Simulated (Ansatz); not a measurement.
Runs of Ansatz 0.2.0 on InAs. It takes space group F-43m (No. 216, cubic). The conventional cell has a = 6.036 Å, b = 6.036 Å, c = 6.036 Å, α = 90.00°, β = 90.00°, γ = 90.00°. In (site symmetry -43m) is surrounded by 4 As at 2.61 Å. As (site symmetry -43m) is surrounded by 4 In at 2.61 Å. 

```tsv
task	level	k mesh	cutoff (eV)	points for each segment of the path	mesh quality	gap on the mesh (eV)	pressure (GPa)	V0 of scaled cells (Å³/atom)	B0 (GPa)
equation of state	r2SCAN0	4 × 4 × 4	500	-	coarse	-	-	27.96	65
band structure	wPBEh	5 × 5 × 5	420	4	not flagged	0.49	2.6	-	-
equation of state	r2SCAN50	4 × 4 × 4	500	-	coarse	-	-	(b)	70
single point	r2SCAN50	5 × 5 × 5	500	-	not flagged	(a)	-0.2	-	-
equation of state	wPBEh	4 × 4 × 4	420	-	coarse	-	-	28.72	56
single point	r2SCAN-EpsX	5 × 5 × 5	500	-	not flagged	0.62	1.9	-	-
```

Alike in all rows: potentials or basis Ansatz PAW; no spin polarisation; cell as given; smearing fermi-dirac 0.05 eV.

**Question.** Fill in the values left out.

**Answer.** (a) 2.68; (b) 27.48.

Caveats: some runs use coarse meshes; spin-orbit coupling is left out, which moves the levels of the heavy elements (some runs); the PAW data sets come from PBE, with cores solved anew for the run's functional, which leaves a small shift of forces and pressure (some runs); the thresholds are loose for stress (some runs); the PAW data sets were made with another functional, which shifts forces and pressure a little (some runs); odd divisions of the mesh miss points on the zone boundary, where band edges often lie, so the gap on the mesh can be too wide (some runs).

A k mesh can miss the band edges, and the runs leave out spin-orbit coupling on As, In.
